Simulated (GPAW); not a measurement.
# The Li K excitation threshold of LiF (Griceite, Fm-3m) under uniform strain

For each volume the threshold was computed as E(hole) − E(ground) plus the lowest empty eigenvalue of the hole cell (GPAW, PBE, 16-atom cell, total energies on 4×4×4 k points, the eigenvalue on 5×5×5, hole spin-paired). The values are raw, 3 eV above the value with the free atom's term for the hole's spin taken off; only their change is used. The threshold is the spectrum's zero, where absorption may be weak, not the visible edge.

| volume | ln(V/V₀) | threshold (eV) |
| --- | --- | --- |
| V × 0.94 | -0.06188 | 62.480 |
| V × 0.97 | -0.03046 | 62.304 |
| V × 1 | +0.00000 | 62.149 |
| V × 1.03 | +0.02956 | 62.010 |
| V × 1.06 | +0.05827 | ? |

Question: Fit a straight line in ln(V/V₀), give its slope, and predict the threshold at V × 1.06.

The means of the given rows are x̄ = -0.01570 and Ē = 62.236 eV. Σ(x − x̄)(E − Ē) = -0.02387 and Σ(x − x̄)² = 0.004645, so the slope is -5.14 eV, and the line passes the given rows within 0.008 eV. At x = +0.05827 it gives 62.236 + (-5.14) × (+0.07397) = 61.856 eV. The run gives 61.885 eV, a miss of -0.029 eV over a total move of -0.595 eV. The slope is the clamped-ion volume deformation potential of the lowest empty level of the hole cell on this mesh (the hole may pull it below the band edge) against the Li 1s level, with the hole's relaxation included: the threshold falls by 0.051 eV for 1 % of expansion. The charged cell's image error also scales with the cell's size and isn't taken out.

[Hosts, paths, dates, database ids (printed as entryN), source tags and the programs' standing remarks are cut or masked in the printed files.]

[Lists of maxima count a maximum above −3 eV only where it reaches 4 % of the highest in the window and stands out from its surroundings by 2 % of it (1.5 % where it reaches 55 %); shoulders and weaker maxima are passed over, and of the rest the first, up to two pre-edge ones and the few strongest are named.]
